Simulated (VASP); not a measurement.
Here is a VASP 6.6.1 calculation.

Contents of INCAR:

```
PREC = Accurate
ENCUT = 600
EDIFF = 1E-6
ISMEAR = 0
SIGMA = 0.03
LREAL = F
LASPH = T
NELM = 80
ALGO = Normal
ISIF = 3
LWAVE = F
LCHARG = F
IBRION = 2
NSW = 90
EDIFFG = -0.01
KPAR = 2
```

Contents of KPOINTS:

```
Automatic mesh
0
Gamma
  8 8 8
```

File POSCAR:

```
BaTiO3
1.0
    3.9998000000      0.0000000000      0.0000000000
    0.0000000000      3.9998000000      0.0000000000
    0.0000000000      0.0000000000      4.0180000000
Ba Ti O
1 1 3
Direct
    0.0000000000      0.0000000000      0.0000000000
    0.5000000000      0.5000000000      0.4900000000
    0.5000000000      0.5000000000      0.0190000000
    0.5000000000      0.0000000000      0.5170000000
    0.0000000000      0.5000000000      0.5170000000
```

Potentials or basis: VASP PAW LDA potentials, release 64 (Ba_sv, Ti_sv, O).

Launch:

```bash
$ cat potpaw_LDA.64/Ba_sv/POTCAR potpaw_LDA.64/Ti_sv/POTCAR potpaw_LDA.64/O/POTCAR > POTCAR
$ mpirun -np 2 vasp_std > vasp.out
```

Task: Estimate the relaxed cell.

Result: a = 3.942 Å, b = 3.942 Å, c = 3.989 Å, α = 90.00°, β = 90.00°, γ = 90.00°.

Task: What does it give for the relaxed volume?

Result: 12.39 Å³/atom.

Task: Estimate the band gap on the k mesh.

Result: 1.75 eV, indirect (least direct gap 2.04 eV).

Task: Estimate the space group after relaxing (to 0.05 Å).

Result: P4mm (No. 99).

Final structure:
```
Ba Ti O
1.0
     3.94178    0.00000    0.00000
     0.00000    3.94178    0.00000
     0.00000    0.00000    3.98863
Ba Ti O
1 1 3
Direct
  0.00000 0.00000 0.00189
  0.50000 0.50000 0.48937
  0.50000 0.50000 0.02221
  0.50000 0.00000 0.51477
  0.00000 0.50000 0.51477
```

Caveat: spin-orbit coupling is left out, which moves the levels of the heavy elements. LDA usually gives volumes a few per cent too small.
